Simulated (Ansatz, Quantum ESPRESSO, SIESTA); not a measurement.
## Te2Mo: 3 runs at one level of theory

```
Te Mo
1.0
     6.36161    0.00000    0.00000
     0.00000    3.48040    0.00000
    -0.08574    0.00000   36.17589
Te Mo
4 2
Direct
  0.42925 0.75000 0.54070
  0.57075 0.25000 0.45930
  0.92085 0.25000 0.55653
  0.07915 0.75000 0.44347
  0.18135 0.25000 0.49747
  0.81865 0.75000 0.50253
```

The cell is a database's computed one, not the measured one.

The cell holds a layer with vacuum beside it, so values per volume hang on the cell's height.

Alike in all runs: task band structure; functional PBEsol; k mesh 4 × 8 × 1; occupations fermi-dirac, width 0.05 eV; no spin polarisation; no spin-orbit coupling. A missing gap at this level doesn't show that the real crystal is a metal.

| program and potentials | plane-wave cutoff (eV) | notes | band gap (eV) | largest force (eV/Å) |
| --- | --- | --- | --- | --- |
| Ansatz, Ansatz PAW | 420 | potentials made for PBE, which Ansatz adapts in part; 15.33 valence electrons an atom on average | no gap | 0.248 |
| Quantum ESPRESSO, GBRV 1.5 PBEsol | 612 | 8.67 valence electrons an atom on average | no gap | 0.178 |
| SIESTA, files PseudoDojo sr-pbesol-0.4.1-standard, DZP (energy shift 0.003 Ry; two zetas on semicore shells) | - | atomic basis; 15.33 valence electrons an atom on average | no gap | 0.404 |

Force on atom 2 (Te), eV/Å:

```csv
program and potentials,x,y,z
"Ansatz, Ansatz PAW",-0.035,0.000,0.246
"Quantum ESPRESSO, GBRV 1.5 PBEsol",-0.034,0.000,0.175
"SIESTA, files PseudoDojo sr-pbesol-0.4.1-standard, DZP (energy shift 0.003 Ry; two zetas on semicore shells)",-0.032,0.000,-0.059
```

None finds a gap. Rows in atomic bases carry the error of their basis and grid, which can be large.

Differences between rows come from potentials, basis sets and numerical settings, since the functional is the same but for its coding. Runs on potential files found faulty are left out.
